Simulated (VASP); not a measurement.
# I (C2/m) in VASP: a series of runs

One crystal, I, is run at these levels: PBE, PW91+D4, revPBE+D4; tasks: RPA correlation energy, density of states, band structure.

Everything below comes from runs of VASP 6.6.1. Logs are shortened: lines on timing, memory, paths and dates and some standing lists are left out, and cuts for length are marked.

## 1. The structure

It takes space group C2/m (No. 12, monoclinic). Conventional cell: a = 5.077 Å, b = 7.413 Å, c = 2.880 Å, α = 90.00°, β = 124.24°, γ = 90.00°. I (site symmetry 2/m) is surrounded by 2 I at 2.88 Å.

## 2. RPA correlation energy, PBE (volume scaled by 1.04)

Input file POSCAR:

```
I
1.0
    2.5717497069     -3.7554019108      0.0000000000
    2.5717497069      3.7554019108      0.0000000000
   -1.6422045835      0.0000000000      2.4124316242
I
1
Direct
    0.5000000000      0.5000000000      0.5000000000
```

Input file INCAR.step1:

```
PREC     = Accurate       # precision mode
ENCUT    = 350            # plane-wave cutoff, eV
EDIFF    = 1E-8           # SCF threshold, eV
ISMEAR   = 0              # smearing method
SIGMA    = 0.05           # smearing width, eV
LREAL    = False          # projectors in reciprocal space
LASPH    = True           # aspherical terms in the spheres
NELM     = 60             # most SCF steps
ALGO     = Normal         # electronic algorithm
LWAVE    = True           # write WAVECAR
LCHARG   = False          # write CHGCAR
GGA      = PE             # functional
```

Input file INCAR.step2:

```
PREC     = Accurate       # precision mode
ENCUT    = 350            # plane-wave cutoff, eV
EDIFF    = 1E-8           # SCF threshold, eV
ISMEAR   = 0              # smearing method
SIGMA    = 0.05           # smearing width, eV
LREAL    = False          # projectors in reciprocal space
LASPH    = True           # aspherical terms in the spheres
NELM     = 1              # most SCF steps
ALGO     = EIGENVAL       # electronic algorithm
LWAVE    = False          # write WAVECAR
LCHARG   = False          # write CHGCAR
GGA      = PE             # functional
LHFCALC  = True           # exact exchange
AEXX     = 1.0            # exact-exchange fraction
ALDAC    = 0.0          
AGGAC    = 0.0          
ISTART   = 1            
PRECFOCK = Fast
```

Input file INCAR.step3:

```
PREC     = Accurate       # precision mode
ENCUT    = 350            # plane-wave cutoff, eV
EDIFF    = 1E-8           # SCF threshold, eV
ISMEAR   = 0              # smearing method
SIGMA    = 0.05           # smearing width, eV
LREAL    = False          # projectors in reciprocal space
LASPH    = True           # aspherical terms in the spheres
NELM     = 1              # most SCF steps
ALGO     = Exact          # electronic algorithm
LWAVE    = True           # write WAVECAR
LCHARG   = False          # write CHGCAR
GGA      = PE             # functional
NBANDS   = 702            # bands
LOPTICS  = True           # frequency-dependent dielectric function
ISTART   = 1
```

Input file INCAR.step4:

```
PREC     = Accurate       # precision mode
ENCUT    = 350            # plane-wave cutoff, eV
EDIFF    = 1E-8           # SCF threshold, eV
ISMEAR   = 0              # smearing method
SIGMA    = 0.05           # smearing width, eV
LREAL    = False          # projectors in reciprocal space
LASPH    = True           # aspherical terms in the spheres
NELM     = 60             # most SCF steps
ALGO     = ACFDT          # electronic algorithm
LWAVE    = False          # write WAVECAR
LCHARG   = False          # write CHGCAR
GGA      = PE             # functional
NBANDS   = 702            # bands
ENCUTGW  = 200            # cutoff of the response function
NOMEGA   = 12             # frequency points
ISTART   = 1            
PRECFOCK = Fast
```

Input file KPOINTS:

```
Automatic mesh
0
Gamma
  3 3 5
```

Potentials or basis: VASP PAW PBE potentials, release 64 (I_GW).

Started as:

```
cat potpaw_PBE.64/I_GW/POTCAR > POTCAR
cp INCAR.step1 INCAR
mpirun -np 1 vasp_std > vasp.out
cp INCAR.step2 INCAR
mpirun -np 1 vasp_std > vasp.out
cp INCAR.step3 INCAR
mpirun -np 1 vasp_std > vasp.out
cp INCAR.step4 INCAR
mpirun -np 1 vasp_std > vasp.out
```

OUTCAR:

```text
PREC = Accurate
   ENCUT = 350
   EDIFF = 1E-8
   ISMEAR = 0
   LREAL = False
   LASPH = True
   NELM = 60
   GGA = PE
   ENCUTGW = 200
   ISTART = 1
   PRECFOCK = Fast

 ion  position               nearest neighbor table
   1  0.500  0.500  0.500-

  LATTYP: Found a base centered monoclinic cell.
 ALAT       =     5.1434994138
 B/A-ratio  =     1.4602517114
 C/A-ratio  =     0.5673826054
 COS(beta)  =    -0.5627202553

  Lattice vectors:

 A1 = (   2.5717497069,  -3.7554019108,   0.0000000000)
 A2 = (   2.5717497069,   3.7554019108,   0.0000000000)
 A3 = (  -1.6422045835,   0.0000000000,   2.4124316242)

Analysis of symmetry for initial positions (statically):
=====================================================================
 Subroutine PRICEL returns:
 Original cell was already a primitive cell.

 Routine SETGRP: Setting up the symmetry group for a
 base centered monoclinic supercell.

 Subroutine GETGRP returns: Found  4 space group operations
 (whereof  4 operations were pure point group operations)
 out of a pool of  4 trial point group operations.

The static configuration has the point symmetry C_2h.

Analysis of symmetry for dynamics (positions and initial velocities):
=====================================================================
 Subroutine PRICEL returns:
 Original cell was already a primitive cell.

 Routine SETGRP: Setting up the symmetry group for a
 base centered monoclinic supercell.

 Subroutine GETGRP returns: Found  4 space group operations
 (whereof  4 operations were pure point group operations)
 out of a pool of  4 trial point group operations.

The dynamic configuration has the point symmetry C_2h.

 Subroutine INISYM returns: Found  4 space group operations
 (whereof  4 operations are pure point group operations),
 and found     1 'primitive' translations

----------------------------------------------------------------------------------------

                                     Primitive cell

  volume of cell :      46.5983

  direct lattice vectors                    reciprocal lattice vectors
     2.571749707 -3.755401911  0.000000000     0.194420164 -0.133141542  0.132346833
     2.571749707  3.755401911  0.000000000     0.194420164  0.133141542  0.132346833
    -1.642204584  0.000000000  2.412431624     0.000000000  0.000000000  0.414519520

  length of vectors
     4.551586544  4.551586544  2.918332098     0.270262011  0.270262011  0.414519520

  position of ions in fractional coordinates (direct lattice)
     0.500000000  0.500000000  0.500000000

  ion indices of the primitive-cell ions
   primitive index   ion index
                 1           1

----------------------------------------------------------------------------------------

 KPOINTS: Automatic mesh

Automatic generation of k-mesh.
 Grid dimensions read from file:
 generate k-points for:    3    3    5

 Generating k-lattice:

  Cartesian coordinates                     Fractional coordinates (reciprocal lattice)
     0.064806721 -0.044380514  0.044115611     0.333333333 -0.000000000  0.000000000
     0.064806721  0.044380514  0.044115611    -0.000000000  0.333333333  0.000000000
     0.000000000  0.000000000  0.082903904     0.000000000  0.000000000  0.200000000

  Length of vectors
     0.090087337  0.090087337  0.082903904

  Shift w.r.t. Gamma in fractional coordinates (k-lattice)
     0.000000000  0.000000000  0.000000000

 Subroutine IBZKPT returns following result:
 ===========================================

 Found     16 irreducible k-points:

 Following reciprocal coordinates:
            Coordinates               Weight
  0.000000  0.000000  0.000000      1.000000
  0.333333  0.000000 -0.000000      4.000000
  0.333333  0.333333 -0.000000      2.000000
 -0.333333  0.333333  0.000000      2.000000
  0.000000  0.000000  0.200000      2.000000
  0.333333  0.000000  0.200000      4.000000
[... 8 lines left out ...]
 -0.333333  0.333333  0.400000      4.000000
 -0.333333 -0.333333  0.400000      2.000000
   k-points           NKPTS =     16   k-points in BZ     NKDIM =     45   number of bands    NBANDS=    702
   number of dos      NEDOS =    301   number of ions     NIONS =      1
   total plane-waves  NPLWV =  14112
   dimension x,y,z NGX =    28 NGY =   28 NGZ =   18
   dimension x,y,z NGXF=    56 NGYF=   56 NGZF=   36
   ions per type =               1
   NGX,Y,Z   is equivalent  to a cutoff of  10.23, 10.23, 10.25 a.u.
   NGXF,Y,Z  is equivalent  to a cutoff of  20.45, 20.45, 20.51 a.u.
 SYSTEM =  unknown system
   PREC   = accura    normal or accurate (medium, high low for compatibility)
   ISTART =      1    job   : 0-new  1-cont  2-samecut
   ICHARG =      0    charge: 1-file 2-atom 10-const
   ISPIN  =      1    spin polarized calculation?
   LNONCOLLINEAR =      F non collinear calculations
   LSORBIT =      F    spin-orbit coupling
   LASPH  =      T    aspherical Exc in radial PAW
   ENCUT  =  350.0 eV  25.72 Ry    5.07 a.u.   6.94  6.94  4.45*2*pi/ulx,y,z
   NELM   =     60;   NELMIN=  2; NELMDL=  0     # of ELM steps
   EDIFF  = 0.1E-07   stopping-criterion for ELM
   LREAL  =      F    real-space projection
   EDIFFG = 0.1E-06   stopping-criterion for IOM
   NSW    =      0    number of steps for IOM
   IBRION =     -1    ionic relax: 0-MD 1-quasi-New 2-CG
   NFREE  =      0    steps in history (QN), initial steepest desc. (CG)
   ISIF   =      0    stress and relaxation
   ISYM   =      3    0-nonsym 1-usesym 2-fastsym
   POTIM  = 0.5000    time-step for ionic-motion
   TEBEG  =    0.0;   TEEND  =   0.0 temperature during run
[... 9 lines left out ...]
     AMIX     =   0.40;   BMIX     =  1.00
     AMIX_MAG =   1.60;   BMIX_MAG =  1.00
  volume/ion in A,a.u.               =      46.60       314.46
  Fermi-wavevector in a.u.,A,eV,Ry     =   0.870264  1.644560 10.304490  0.757359
  Thomas-Fermi vector in A             =   1.989204
   LORBIT       =      0    0 simple, 1 ext, 2 COOP (PROOUT), +10 PAW based schemes
   GGA     = PE    functional components
   LHFCALC =     T    Hartree Fock is set to
   PRECFOCK=fast      Normal, Fast or Accurate (Low or Medium for compatibility)
   ENCUT4O =  -1.0   cutoff for four orbital integrals eV
   NKREDX  =     1    reduce k-point grid by
   NKREDY  =     1    reduce k-point grid by
   NKREDZ  =     1    reduce k-point grid by
   AEXX    =    1.0000 exact exchange contribution
   HFSCREEN=    0.0000 screening length (either q_TF or 0.3 A-1)
   HFSCREENC=   0.0000 screening length for correlation (either q_TF or 0.3 A-1)
   ENCUTFOCK=  -1.0 apply spherical cutoff to Coloumb kernel
   IVDW    =     0    specifies the selected vdW correction
   LEPSILON=     F    determine dielectric tensor
   LRPA    =     F    only Hartree local field effects (RPA)
   LRPAFORCE           =     F    calculate RPA forces
   ENCUTGW             = 200.0    cutoff for response function in eV
   ENCUTGWSOFT         = 160.0    soft cutoff for Coulomb kernel in GW response function in eV
   ENCUTLF             =  -1.0    cutoff for local field effects
   NELMGW              =     1    number of iterations in solving QP/BSE equation
   NELMHF              =     1    number of iterations in the inner HF iteration
   NKREDLFX            =     1    NKREDLFY  =   1   NKREDLFZ  =   1
 non-spin polarized calculation
 Gauss-broadening in eV      SIGMA  =   0.05
  energy-cutoff  :      350.00
  volume of cell :       46.60
 maximum number of plane-waves:       702
  NGX = 16; NGY = 16; NGZ = 10
   NGX = 13   NGY = 13   NGZ =  9
 maximum number of plane-waves:       303

      cutoff energy     smooth cutoff   RPA   correlation   Hartree contr. to MP2
---------------------------------------------------------------------------------
            200.000           160.000       -9.8439829603      -19.4601865621
            190.476           152.381       -9.7910418562      -19.4037535142
            181.406           145.125       -9.7356980697      -19.3447001064
            172.768           138.214       -9.6775684071      -19.2825544113
            164.541           131.632       -9.6161695619      -19.2167403377
            156.705           125.364       -9.5519581311      -19.1476612858
            149.243           119.394       -9.4844174062      -19.0746183584
            142.136           113.709       -9.4132830043      -18.9972356308
  linear regression
  converged value                          -10.4821401775      -20.1465272005
```

It took 6 min on 1 thread of Intel Xeon 6975P-C (Granite Rapids), shared host; peak memory 0.58 GiB.

Results:

```yaml
Band_gap_on_the_k_mesh_mean-field_level: none (metal or under the smearing width)
RPA_correlation_energy: -10.482 eV/atom
RPA_total_energy_per_cell: -13.582 eV
RPA_correlation_energy_per_cell: -10.482 eV
```

Caveat: the k mesh is coarse (spacing up to 0.57 Å⁻¹), so the values aren't converged; the ground state has no gap, which makes the many-body step unreliable; an odd number of electrons without spin polarisation forces a metal; a magnetic or distorted state may lie lower. Spin-orbit coupling is left out, which matters for the levels of I.

## 3. Density of states, PW91+D4

Input file run.py:

```python
from ase.calculators.vasp import Vasp
from ase.dft.dos import DOS
from ase.spacegroup import crystal

atoms = crystal(
    ['I'],
    basis=[[0.5, 0.0, 0.5]],
    spacegroup=12,
    setting=1,
    cellpar=[5.07669316, 7.41324987, 2.88042739, 90.0, 124.24413107, 90.0],
    primitive_cell=True,
)
calc = Vasp(
    directory='calc',
    pp='PBE',
    setups='recommended',
    prec='Accurate',
    encut=520,
    ediff=1e-07,
    ismear=-1,
    sigma=0.02,
    lreal=False,
    lasph=True,
    nelm=80,
    algo='Fast',
    isif=2,
    lwave=False,
    lcharg=False,
    gga='91',
    ivdw=13,
    vdw_s6=1.0,
    vdw_s8=0.77283111,
    vdw_a1=0.39581542,
    vdw_a2=4.93405761,
    lorbit=11,
    kpts=[7, 7, 11],
    gamma=True,
    nbands=10,
    nelect=6.5,
)
atoms.calc = calc

print('energy (eV):', atoms.get_potential_energy())
print('free energy (eV):', atoms.get_potential_energy(force_consistent=True))
print('forces (eV/A):')
print(atoms.get_forces())
print('stress (eV/A^3, Voigt):', atoms.get_stress())
print('Fermi level (eV):', calc.get_fermi_level())
dos = DOS(calc, width=0.2, window=(-10, 10), npts=201)
print('E - E_F (eV), DOS (1/eV)')
for e, g in zip(dos.get_energies(), dos.get_dos()):
    print(f'{e:8.3f} {g:10.4f}')
```

Potentials or basis: VASP PAW PBE potentials, release 64 (I).

Started as:

```
python run.py
```

Standard output:

```text
energy (eV): -2.55112865
free energy (eV): -2.55185386
forces (eV/A):
[[-0.  0.  0.]]
stress (eV/A^3, Voigt): [ 0.11385799  0.09746165  0.11917874 -0.         -0.00703497 -0.        ]
Fermi level (eV): 1.47976389
E - E_F (eV), DOS (1/eV)
 -10.000     0.0055
  -9.900     0.0005
  -9.800     0.0000
  -9.700     0.0000
  -9.600     0.0000
  -9.500     0.0000
[... 193 lines left out ...]
   9.900     1.3144
  10.000     1.3144
```

Run time: 54 s. Hardware: 1 thread of AMD EPYC 9R45 (Zen 5), shared host; peak memory 0.19 GiB.

The run converged, but some of its settings lie outside the range that counts as converged (typed here: ALGO = Fast; NELECT = 6.500000), so its numbers aren't taken as properties of the crystal.

What came out:

```yaml
Free_energy: -2.5519 eV
Band_gap_on_the_k_mesh: none (metal or under the smearing width)
Valence_electrons_inside_the_program's_atomic_spheres: I 4.01
Dispersion_energy_per_atom: -0.257 eV
```

Caveat: the cell is charged against a uniform background, so pressure and absolute levels hang on convention; the PAW data sets were made with another functional, which shifts forces and pressure a little.

(Part 1 of 2 ends here.)
